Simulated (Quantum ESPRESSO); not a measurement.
A run of Quantum ESPRESSO 7.5:

File run.py:

```python
import numpy as np
from ase.calculators.espresso import Espresso, EspressoProfile
from ase.io import read

atoms = read('POSCAR')

input_data = {
    'control': {'calculation': 'scf', 'prefix': 'pwscf', 'outdir': './tmp', 'tprnfor': True, 'tstress': True, 'disk_io': 'nowf'},
    'system': {'ecutwfc': 55.0, 'ecutrho': 440.0, 'nbnd': 52, 'occupations': 'smearing', 'smearing': 'fd', 'degauss': 0.00367493},
    'electrons': {'conv_thr': 1.6e-09, 'electron_maxstep': 120, 'mixing_beta': 0.5},
}
pseudopotentials = {'O': 'O.pbe-n-kjpaw_psl.0.1.UPF', 'Pb': 'Pb.pbe-dn-kjpaw_psl.0.2.2.UPF'}
profile = EspressoProfile(command='mpirun -n 2 pw.x -nk 2', pseudo_dir='pseudo')
dft = Espresso(profile=profile, input_data=input_data, pseudopotentials=pseudopotentials, kpts=(5, 5, 6), koffset=(0, 0, 0))
atoms.calc = dft

print(f'energy {atoms.get_potential_energy():.8f} eV')
print('forces (eV/A)')
print(np.round(atoms.get_forces(), 6))
print('stress (eV/A^3, Voigt)')
print(np.round(atoms.get_stress(), 8))
print(f'Fermi level {dft.get_fermi_level():.4f} eV')
```

The input POSCAR:

```
PbO
1.0
    5.8760000000      0.0000000000      0.0000000000
    0.0000000000      5.4760000000      0.0000000000
    0.0000000000      0.0000000000      4.7430000000
Pb O
4 4
Direct
    0.7690000000      0.5140000000      0.2500000000
    0.2310000000      0.4860000000      0.7500000000
    0.7690000000      0.9860000000      0.7500000000
    0.2310000000      0.0140000000      0.2500000000
    0.1320000000      0.5820000000      0.2500000000
    0.8680000000      0.4180000000      0.7500000000
    0.1320000000      0.9180000000      0.7500000000
    0.8680000000      0.0820000000      0.2500000000
```

Potentials or basis: SSSP 1.3 efficiency PBE.

Command:

```bash
$ OMP_NUM_THREADS=1 python run.py
```

Hardware: 2 MPI ranks on Arm Neoverse V1, with other jobs on the host.

**Question.** How long does it take, and how much memory?

**Answer.** Run time: 3.8 min on 2 MPI ranks on Arm Neoverse V1, with other jobs on the host, peak memory 0.94 GiB a rank. Counts: scf iterations 11, k pools 2, bands 52, k points 36, g dense 160505.
